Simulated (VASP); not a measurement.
# TiC (Fm-3m) in VASP: density of states with PBE

Aim: the density of states of TiC with PBE.

All numbers are computed with VASP 6.6.1; they aren't measurements. Logs are shortened: lines on timing, memory, paths and dates and some standing lists are left out, and cuts for length are marked.

### 1 The crystal as given

The structure is cubic, space group Fm-3m (No. 225). The conventional cell has a = 4.337 Å, b = 4.337 Å, c = 4.337 Å, α = 90.00°, β = 90.00°, γ = 90.00°. Ti (site symmetry m-3m) has 6 C at 2.17 Å as nearest neighbours. C (site symmetry m-3m) is surrounded by 6 Ti at 2.17 Å.

### 2 Density of states, PBE

File POSCAR:

```
TiC                                     
1.0
    0.0000000000      2.1686691547      2.1686691547
    2.1686691547      0.0000000000      2.1686691547
    2.1686691547      2.1686691547      0.0000000000
  Ti              C             
     1     1
Direct
     0.0000000000000000    0.0000000000000000    0.0000000000000000
     0.5000000000000000    0.5000000000000000    0.5000000000000000
```

File INCAR.step1:

```
PREC = Accurate
ENCUT = 520
EDIFF = 1E-7
ISMEAR = 0
SIGMA = 0.1
LREAL = False
LASPH = True
NELM = 60
ALGO = Normal
ISIF = 2
LWAVE = False
LCHARG = True
LMAXMIX = 4
GGA = PE
NBANDS = 11
```

File KPOINTS.step1:

```
regular mesh
0
Gamma
  16 16 16
```

File INCAR.step2:

```
PREC = Accurate
ENCUT = 520
EDIFF = 1E-7
ISMEAR = -5
SIGMA = 0.1
LREAL = False
LASPH = True
NELM = 60
ALGO = Normal
ISIF = 2
LWAVE = False
LCHARG = False
LMAXMIX = 4
GGA = PE
LORBIT = 11
NBANDS = 11
NEDOS = 1001
ICHARG = 11
```

File KPOINTS.step2:

```
regular mesh
0
Gamma
  24 24 24
```

Potentials or basis: VASP PAW PBE potentials, release 64 (Ti, C).

Started as:

```
$ cat potpaw_PBE.64/Ti/POTCAR potpaw_PBE.64/C/POTCAR > POTCAR
$ cp INCAR.step1 INCAR
$ cp KPOINTS.step1 KPOINTS
$ mpirun -np 1 vasp_std > vasp.out
$ cp INCAR.step2 INCAR
$ cp KPOINTS.step2 KPOINTS
$ mpirun -np 1 vasp_std > vasp.out
```

OUTCAR:

```text
PREC = Accurate
   ENCUT = 520
   EDIFF = 1E-7
   ISMEAR = -5
   LREAL = False
   LASPH = True
   NELM = 60
   ISIF = 2
   GGA = PE
   LORBIT = 11
   ICHARG = 11

 ion  position               nearest neighbor table
   1  0.000  0.000  0.000-   2 2.17   2 2.17   2 2.17   2 2.17   2 2.17   2 2.17
   2  0.500  0.500  0.500-   1 2.17   1 2.17   1 2.17   1 2.17   1 2.17   1 2.17

  LATTYP: Found a face centered cubic cell.
 ALAT       =     4.3373383094

  Lattice vectors:

 A1 = (   0.0000000000,   2.1686691547,   2.1686691547)
 A2 = (   2.1686691547,   0.0000000000,   2.1686691547)
 A3 = (   2.1686691547,   2.1686691547,   0.0000000000)

Analysis of symmetry for initial positions (statically):
=====================================================================
 Subroutine PRICEL returns:
 Original cell was already a primitive cell.

 Routine SETGRP: Setting up the symmetry group for a
 face centered cubic supercell.

 Subroutine GETGRP returns: Found 48 space group operations
 (whereof 48 operations were pure point group operations)
 out of a pool of 48 trial point group operations.

The static configuration has the point symmetry O_h .

Analysis of symmetry for dynamics (positions and initial velocities):
=====================================================================
 Subroutine PRICEL returns:
 Original cell was already a primitive cell.

 Routine SETGRP: Setting up the symmetry group for a
 face centered cubic supercell.

 Subroutine GETGRP returns: Found 48 space group operations
 (whereof 48 operations were pure point group operations)
 out of a pool of 48 trial point group operations.

The dynamic configuration has the point symmetry O_h .

 Subroutine INISYM returns: Found 48 space group operations
 (whereof 48 operations are pure point group operations),
 and found     1 'primitive' translations

----------------------------------------------------------------------------------------

                                     Primitive cell

  volume of cell :      20.3990

  direct lattice vectors                    reciprocal lattice vectors
     0.000000000  2.168669155  2.168669155    -0.230556145  0.230556145  0.230556145
     2.168669155  0.000000000  2.168669155     0.230556145 -0.230556145  0.230556145
     2.168669155  2.168669155  0.000000000     0.230556145  0.230556145 -0.230556145

  length of vectors
     3.066961331  3.066961331  3.066961331     0.399334957  0.399334957  0.399334957

  position of ions in fractional coordinates (direct lattice)
     0.000000000  0.000000000  0.000000000
     0.500000000  0.500000000  0.500000000

  ion indices of the primitive-cell ions
   primitive index   ion index
                 1           1
                 2           2

----------------------------------------------------------------------------------------

 KPOINTS: regular mesh

Automatic generation of k-mesh.
 Grid dimensions read from file:
 generate k-points for:   24   24   24

 Generating k-lattice:

  Cartesian coordinates                     Fractional coordinates (reciprocal lattice)
    -0.009606506  0.009606506  0.009606506     0.041666667  0.000000000  0.000000000
     0.009606506 -0.009606506  0.009606506     0.000000000  0.041666667  0.000000000
     0.009606506  0.009606506 -0.009606506     0.000000000  0.000000000  0.041666667

  Length of vectors
     0.016638957  0.016638957  0.016638957

  Shift w.r.t. Gamma in fractional coordinates (k-lattice)
     0.000000000  0.000000000  0.000000000

 TETIRR: Found   1864 inequivalent tetrahedra from    82944

 Subroutine IBZKPT returns following result:
 ===========================================

 Found    413 irreducible k-points:

 Following reciprocal coordinates:
            Coordinates               Weight
  0.000000  0.000000  0.000000      1.000000
  0.041667  0.000000  0.000000      8.000000
  0.083333  0.000000  0.000000      8.000000
  0.125000  0.000000  0.000000      8.000000
  0.166667  0.000000  0.000000      8.000000
  0.208333  0.000000  0.000000      8.000000
[... 16 lines left out ...]
  0.416667  0.041667  0.000000     24.000000
  0.458333  0.041667  0.000000     24.000000
 [... further k-points ...]
   k-points           NKPTS =    413   k-points in BZ     NKDIM =    413   number of bands    NBANDS=     11
   number of dos      NEDOS =   1001   number of ions     NIONS =      2
   total plane-waves  NPLWV =  13824
   dimension x,y,z NGX =    24 NGY =   24 NGZ =   24
   dimension x,y,z NGXF=    48 NGYF=   48 NGZF=   48
   ions per type =               1   1
   NGX,Y,Z   is equivalent  to a cutoff of  13.01, 13.01, 13.01 a.u.
   NGXF,Y,Z  is equivalent  to a cutoff of  26.02, 26.02, 26.02 a.u.
 SYSTEM =  unknown system
   PREC   = accura    normal or accurate (medium, high low for compatibility)
   ISTART =      0    job   : 0-new  1-cont  2-samecut
   ICHARG =     11    charge: 1-file 2-atom 10-const
   ISPIN  =      1    spin polarized calculation?
   LNONCOLLINEAR =      F non collinear calculations
   LSORBIT =      F    spin-orbit coupling
   LASPH  =      T    aspherical Exc in radial PAW
   ENCUT  =  520.0 eV  38.22 Ry    6.18 a.u.   5.70  5.70  5.70*2*pi/ulx,y,z
   NELM   =     60;   NELMIN=  2; NELMDL=  0     # of ELM steps
   EDIFF  = 0.1E-06   stopping-criterion for ELM
   LREAL  =      F    real-space projection
   EDIFFG = 0.1E-05   stopping-criterion for IOM
   NSW    =      0    number of steps for IOM
   IBRION =     -1    ionic relax: 0-MD 1-quasi-New 2-CG
   NFREE  =      0    steps in history (QN), initial steepest desc. (CG)
   ISIF   =      2    stress and relaxation
   ISYM   =      2    0-nonsym 1-usesym 2-fastsym
   POTIM  = 0.5000    time-step for ionic-motion
   TEBEG  =    0.0;   TEEND  =   0.0 temperature during run
   PSTRESS=    0.0 pullay stress
   NELECT =       8.0000    total number of electrons
   NUPDOWN=      -1.0000    fix difference up-down
   EMIN   =  10.00;   EMAX   =-10.00  energy-range for DOS
   EFERMI =   0.00;   METHOD = LEGACY
   ISMEAR =    -5;   SIGMA  =   0.10  broadening in eV -4-tet -1-fermi 0-gaus
   EFERMI_NEDOS =   21; number of points for ismear=-14 and -15
   IALGO  =     38    algorithm
   IMIX   =      4    mixing-type and parameters
     AMIX     =   0.40;   BMIX     =  1.00
     AMIX_MAG =   1.60;   BMIX_MAG =  1.00
  volume/ion in A,a.u.               =      10.20        68.83
  Fermi-wavevector in a.u.,A,eV,Ry     =   1.198307  2.264472 19.537154  1.435940
  Thomas-Fermi vector in A             =   2.334200
   LORBIT       =     11    0 simple, 1 ext, 2 COOP (PROOUT), +10 PAW based schemes
   GGA     = PE    functional components
   LHFCALC =     F    Hartree Fock is set to
   AEXX    =    0.0000 exact exchange contribution
   IVDW    =     0    specifies the selected vdW correction
   LEPSILON=     F    determine dielectric tensor
   LRPA    =     F    only Hartree local field effects (RPA)
 non-spin polarized calculation
 Fermi weights with tetrahedron method with Bloechl corrections
  energy-cutoff  :      520.00
  volume of cell :       20.40
 maximum number of plane-waves:       568

 number of electron       8.0000000 magnetization

 Free energy of the ion-electron system (eV)
  ---------------------------------------------------
  ext. energy  EPLUGINS =         0.00000000
  ---------------------------------------------------
  free energy    TOTEN  =       -18.52687421 eV

  energy without entropy =      -18.52687421  energy(sigma->0) =      -18.52687421

 E-fermi :   4.8705     XC(G=0): -12.3154

 val. band max:        4.8938934568   @ k =   0.1250   0.0833   0.0417
 cond. band min:       4.8241704801   @ k =   0.1667   0.1667   0.0000
 fundamental gap:     -0.0697229767
 Fermi energy:         4.8705273943

 k-point     1 :       0.0000    0.0000    0.0000
  band No.  band energies     occupation
      1      -7.5294      2.00000
      2       5.4888      0.00000
      3       5.4888      0.00000
      4       5.4888      0.00000
      5       6.4718      0.00000
      6       6.4718      0.00000
      7       6.6035      0.00000
      8       6.6035      0.00000
      9       6.6035      0.00000
     10      15.3215      0.00000
     11      19.4118      0.00000

 k-point     2 :       0.0417    0.0000    0.0000
  band No.  band energies     occupation
      1      -7.4918      2.00000
      2       5.2902     -0.03723
      3       5.4393      0.00000
      4       5.4393      0.00000
      5       5.9845      0.00000
      6       5.9845      0.00000
      7       6.7101      0.00000
      8       7.1948      0.00000
      9       7.1948      0.00000
     10      15.3875      0.00000
     11      19.4122      0.00000

 k-point     3 :       0.0833    0.0000    0.0000
  band No.  band energies     occupation
      1      -7.3798      2.00000
      2       4.8262      1.39506
      3       5.0913      0.16317
      4       5.0913      0.00679
      5       5.8101      0.00000
      6       5.8101      0.00000
      7       6.9122      0.00000
      8       7.8789      0.00000
      9       7.8789      0.00000
     10      15.5663      0.00000
     11      19.3860      0.00000
[... 267 lines left out ...]
 k-point    23 :       0.4167    0.0417    0.0000
  band No.  band energies     occupation
      1      -4.6941      2.00000
      2      -0.2178      2.00000
      3       2.0912      2.00000
      4       2.2073      2.00000
      5       7.3069      0.00000
      6       7.5229      0.00000
      7       8.5332      0.00000
      8      12.1692      0.00000
      9      12.5376      0.00000
     10      13.8107      0.00000
     11      18.8776      0.00000

 k-point    24 :       0.4583    0.0417    0.0000
  band No.  band energies     occupation
      1      -4.3457      2.00000
      2      -0.6570      2.00000
      3       1.9862      2.00000
      4       2.0628      2.00000
      5       7.4939      0.00000
      6       7.6328      0.00000
      7       8.7160      0.00000
      8      12.5203      0.00000
      9      12.6531      0.00000
     10      13.4781      0.00000
     11      18.5703      0.00000

 [... further k-points ...]

------------------------ aborting loop because EDIFF is reached ----------------------------------------

  FORCE on cell =-STRESS in cart. coord.  units (eV):
  Direction    XX          YY          ZZ          XY          YZ          ZX
  --------------------------------------------------------------------------------------
  -------------------------------------------------------------------------------------
  Total        0.0003890      0.0003890      0.0003890      0.0000000      0.0000000     -0.0000000
  in kB        0.0305548      0.0305548      0.0305548      0.0000000      0.0000000     -0.0000000
  external PRESSURE =       0.0305548 kB  Pullay stress =       0.0000000 kB

 VOLUME and BASIS-vectors are now :
 -----------------------------------------------------------------------------
  energy-cutoff  :      520.00
  volume of cell :       20.40
      direct lattice vectors                 reciprocal lattice vectors
     0.000000000  2.168669155  2.168669155    -0.230556145  0.230556145  0.230556145
     2.168669155  0.000000000  2.168669155     0.230556145 -0.230556145  0.230556145
     2.168669155  2.168669155  0.000000000     0.230556145  0.230556145 -0.230556145

 POSITION                                       TOTAL-FORCE (eV/Angst)
 -----------------------------------------------------------------------------------
      0.00000      0.00000      0.00000         0.000000      0.000000      0.000000
      2.16867      2.16867      2.16867        -0.000000     -0.000000      0.000000
 -----------------------------------------------------------------------------------
    total drift:                               -0.000000     -0.000000      0.000000

  FREE ENERGIE OF THE ION-ELECTRON SYSTEM (eV)
  ---------------------------------------------------
  free  energy   TOTEN  =       -18.5268742127 eV

  energy  without entropy=      -18.5268742127  energy(sigma->0) =      -18.52687421

 total charge

# of ion       s       p       d       tot
------------------------------------------
    1        0.498   0.915   2.750   4.163
    2        0.900   1.489   0.000   2.389
--------------------------------------------------
tot          1.398   2.404   2.750   6.552
```

It took 91 s on 1 thread of Intel Xeon Platinum 8375C at 2.90GHz (Ice Lake), shared host; peak memory 0.22 GiB.

Results:

| Property | Result |
| --- | --- |
| Valence electrons inside the program's atomic spheres | Ti 4.16; C 2.39 |

Levels at points of the mesh, in eV from the Fermi level:
```csv
k point,band 1,band 2,band 3,band 4,band 5,band 6,band 7,band 8,band 9
"(0.00, 0.00, 0.00)",-12.40,0.62,0.62,0.62,1.60,1.60,1.73,1.73,1.73
"(0.50, 0.00, 0.00)",-9.00,-5.82,-2.92,-2.92,2.78,2.78,3.97,7.99,7.99
"(0.50, 0.50, 0.00)",-10.11,-3.45,-1.64,-0.03,-0.03,2.57,3.37,3.37,5.61
```

States per cell in windows of 1 eV (zero at the Fermi level; states under -8 eV left out):
```
from (eV)  total  Ti1_d  C2_p  Ti1_p  Ti1_s  C2_s  C2_d
     -8.0   0.00   0.00  0.00   0.00   0.00  0.00  0.00
     -7.0   0.00   0.00  0.00   0.00   0.00  0.00  0.00
     -6.0   0.17   0.05  0.04   0.01   0.04  0.00  0.00
     -5.0   0.83   0.25  0.19   0.07   0.14  0.01  0.00
     -4.0   1.14   0.31  0.28   0.25   0.06  0.01  0.00
     -3.0   2.41   1.18  0.61   0.23   0.02  0.01  0.00
     -2.0   1.05   0.52  0.26   0.09   0.01  0.00  0.00
     -1.0   0.40   0.17  0.11   0.05   0.00  0.00  0.00
      0.0   0.48   0.30  0.08   0.04   0.00  0.00  0.00
      1.0   0.98   0.77  0.08   0.03   0.01  0.00  0.00
      2.0   2.35   2.05  0.11   0.03   0.01  0.01  0.00
      3.0   2.52   1.94  0.28   0.07   0.07  0.01  0.00
      4.0   0.77   0.49  0.12   0.06   0.03  0.02  0.00
      5.0   1.13   0.75  0.14   0.08   0.04  0.05  0.00
      6.0   1.08   0.67  0.18   0.09   0.01  0.06  0.00
      7.0   0.68   0.40  0.17   0.04   0.00  0.01  0.00
```

Caveat: tetrahedron occupations give inexact forces and stress in metals.
